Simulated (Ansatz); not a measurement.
# Checking a converged run of Fe

The cell (2 atoms) is Fe as a measured crystal structure (space group Fm-3m, primitive cell doubled). Source: COD entry 9014113, which need not be the ambient phase.

Theory: DFT, PBE, PAW, plane waves, scalar-relativistic (Ansatz).

```yaml
crystal:
  lattice:
    - [0.0, 1.734, 1.734]
    - [3.468, 0.0, 3.468]
    - [1.734, 1.734, 0.0]
  atoms:
    - { symbol: Fe, position: [0.0, 0.0, 0.0], spin: 5.6 }
    - { symbol: Fe, position: [0.0, 0.5, 0.0], spin: -5.6 }
magnetization:
  spin_polarized: true
hamiltonian:
  xc: pbe
  pseudopotentials: { kind: paw }
basis:
  ecutwfc: 420
kpoints:
  mp_grid: { grid: [15, 8, 15] }
scf:
  occupations: { method: fermi_dirac, width: 0.1 }
  lower_state_search: "off"
output:
  forces: true
  stress: true
```

It took 17 s on 2 threads of Intel(R) Xeon(R) Platinum 8259CL CPU @ 2.50GHz (shared host), peak memory 0.64 GiB.

The end of the output:

```
SCF converged after 18 iterations
Magnetization: 0.0000 μB (16.0000 up, 16.0000 down)
Absolute magnetization: 1.9017 μB (∫|ρ↑−ρ↓|, with the PAW one-centre terms)
Spin contamination: 0.4920 ħ² per cell (⟨S²⟩ above its minimum at these occupations)
Per-site moments (μB) at R_I (Å): [(0.9268, 1.0115), (-0.9268, 1.0115)]
Free energy (F): -8960.727068 eV
Harris-Foulkes:  -8960.727068 eV  (|F-HF|=2.49e-9)
Internal energy: -8960.615265 eV  (E = F + TS)
E sigma→0 (E₀):  -8960.671167 eV
Entropy (-TS):   -0.111803 eV (-55.901 meV/atom)
Fermi energy:    20.557029 eV
--- Forces (eV/Å), atoms counted from 1 ---
  atom   1  Fe    -0.00000000     0.00000000    -0.00000000
  atom   2  Fe     0.00000000     0.00000000     0.00000000
--- Stress (GPa, compression-positive) ---
        1.100884      -2.025149       2.031994
       -2.025145       1.212260      -2.025145
        2.031994      -2.025149       1.100884
  P = ⅓ Tr σ = 1.1380 GPa (11.380 kbar)
```

The mesh has less symmetry than the lattice, which lowers the symmetry of the run.

Site moments are taken inside atomic spheres and don't add up to the total.

Question: Would you trust this as the ground state? If a lower solution is known, describe it.

Answer: No. A state 5.7 meV/atom (0.011 eV per cell) lower exists in this cell: ferromagnetic, site moments Fe1 0.94, Fe2 0.94 μB, total 1.86 μB per cell, no gap on the k-mesh. It was reached from: parallel moments, default search for lower states [Fe1 4.00, Fe2 4.00 μB]; the moments in brackets, symmetry off, plain SCF [Fe1 4.00, Fe2 4.00 μB]. The wrong state matters: the pressure is 2.6 GPa there against 1.1 GPa here. States within about 5 meV/atom are too close for this mesh, smearing and search to settle their order. This multiple of the primitive cell fits some opposed orders; other multiples fit others. “Lowest” means lowest among the runs made in this cell.
